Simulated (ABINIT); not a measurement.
The system is W.

```
CELL_PARAMETERS angstrom
-1.58234 1.58234 1.58234
1.58234 -1.58234 1.58234
1.58234 1.58234 -1.58234
ATOMIC_POSITIONS crystal
W 0.00000 0.00000 0.00000
```

Base run:

| Quantity | Value |
| --- | --- |
| Program | ABINIT 10.8.3 (patched build) |
| Functional | AM05 |
| Potentials or basis | JTH PAW PBE v2.0 |
| Cutoff | 517 eV |
| k mesh | 12 × 12 × 12 |
| Occupations | fermi-dirac, width 0.05 eV |
| Spin | no spin polarisation |

Its results: band gap on the k mesh none (metal or under the smearing width); pressure -4.2 GPa.

Q: The run is repeated on the same cell with these changes: functional from AM05 to LDA. What comes out?

A: Band gap on the k mesh none (metal or under the smearing width); pressure -8.3 GPa.

LDA binds more tightly than AM05, so the same cell stands under less pressure.

Caveats: the PAW data sets were made with another functional, which shifts forces and pressure a little; spin-orbit coupling is left out, which moves the levels of the heavy elements.
